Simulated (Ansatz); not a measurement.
## ZrO2

Computed with Ansatz (plane waves, PAW, 420 eV cutoff): PBE, scalar-relativistic, no spin polarisation, 8×8×6 k-mesh, Gaussian smearing of 0.05 eV; PAW files: Ansatz's generated set soft_2.

```
CELL_PARAMETERS angstrom
3.62108 0.00000 0.00000
0.00000 3.62108 0.00000
0.00000 0.00000 5.28255
ATOMIC_POSITIONS crystal
Zr 0.00000 0.00000 0.00000
Zr 0.50000 0.50000 0.50000
O 0.00000 0.50000 0.19281
O 0.00000 0.50000 0.69281
O 0.50000 0.00000 0.30719
O 0.50000 0.00000 0.80719
```

The chain of runs began from a cell as deposited in COD, expanded in volume.

Cell and atoms are those of this level's equilibrium.

```
Space group                    : P4_2/nmc (No. 137)
Volume                         : 11.54 Å³/atom
Band gap                       : 4.04 eV
Smallest direct gap            : 4.13 eV
Bader charges                  : Zr 2.61; O -1.30 e
Bulk modulus (Birch–Murnaghan) : 155 GPa
Pressure derivative B0′        : 6.7
Elastically stable             : barely (least eigenvalue 8.8 GPa), so the shear moduli are uncertain
```

Q: Estimate the Poisson's ratio at this level of theory (PBE).

A: 0.37.

Q: What does PBE give for the shear modulus (Hill)?

A: 47 GPa.

Q: Fill in the formation energy from the elements (0 K, uncorrected) (PBE).

A: -3.38 eV/atom.

Formal charges Zr⁴⁺, O²⁻ balance and leave closed shells on every ion, so a band insulator is expected, and the gap is 4.04 eV.

Within 0.6 eV of the edges the projected states are 94 % O 2p at the top of the valence band and 92 % Zr 4d at the bottom of the conduction band. The lowest excitation takes an electron from O back to Zr, as in ionic insulators.

**The experiment.** The Crystallography Open Database holds a cell as deposited of tetragonal ZrO2 (space group P4_2/nmc), temperature not stated (1995): a, c = 3.592, 5.179 Å, 11.13 Å³/atom.

**Against experiment.** PBE gives 3.621, 5.283 Å and 11.54 Å³/atom, +3.7 % in volume (+1.2 % in length) from the database's cell. The axes miss by +0.8 %, +2.0 %. PBE usually overestimates volumes by a few per cent.

Kohn–Sham gaps of semilocal functionals lie under measured ones, often by a third or more.
